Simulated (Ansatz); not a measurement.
A run of Ansatz 0.2.0 is set up as follows.

File input.yaml:

```yaml
crystal:
  lattice:
    - [0.0, 2.861, 2.861]
    - [2.861, 0.0, 2.861]
    - [2.861, 2.861, 0.0]
  atoms:
    - { symbol: Mn, position: [0.75, 0.75, 0.75], spin: 0.91, spin_axis: [-0.029, -0.844, 0.338] }
    - { symbol: Mn, position: [0.25, 0.25, 0.25], spin: 0.04, spin_axis: [-0.01, -0.015, 0.036] }
    - { symbol: Mn, position: [0.5, 0.5, 0.5], spin: 0.19, spin_axis: [0.185, -0.003, 0.043] }
    - { symbol: Si, position: [0.0, 0.0, 0.0] }
hamiltonian:
  xc: pbesol
  pseudopotentials: { kind: paw }
magnetization:
  noncollinear: true
  spin_orbit: false
kpoints:
  mp_grid: { grid: [6, 6, 6] }
scf:
  occupations: { method: fermi_dirac, width: 0.05 }
output:
  forces: true
  stress: true
  eigenvalues: true
  write_density: true
  write_potential: true
  elf: true
  volumetric_format: npy
```

Potentials or basis: Ansatz PAW.

Command:

```bash
$ ansatz run input.yaml --threads 2 --pin off --max-ram 5632MiB --backend cpu --events-out ev --progress --plain --runs-dir out
```

Q: Estimate the net moment.

A: 1.03 μB per cell.

Q: What does it give for the absolute moment?

A: 4.43 μB per cell.

Q: Predict the pressure.

A: -16.0 GPa.

Q: Predict the band gap on the k mesh.

A: None (metal or under the smearing width).

Moments on the atoms (μB; x, y, z):
```
Mn  -0.49  0.44 -0.29
Mn  -0.49  0.44 -0.29
Mn   1.64 -1.46  0.97
Si   0.01 -0.01  0.00
```

Caveat: the PAW data sets come from PBE, with cores solved anew for the run's functional, which leaves a small shift of forces and pressure; the starting moments weren't kept.
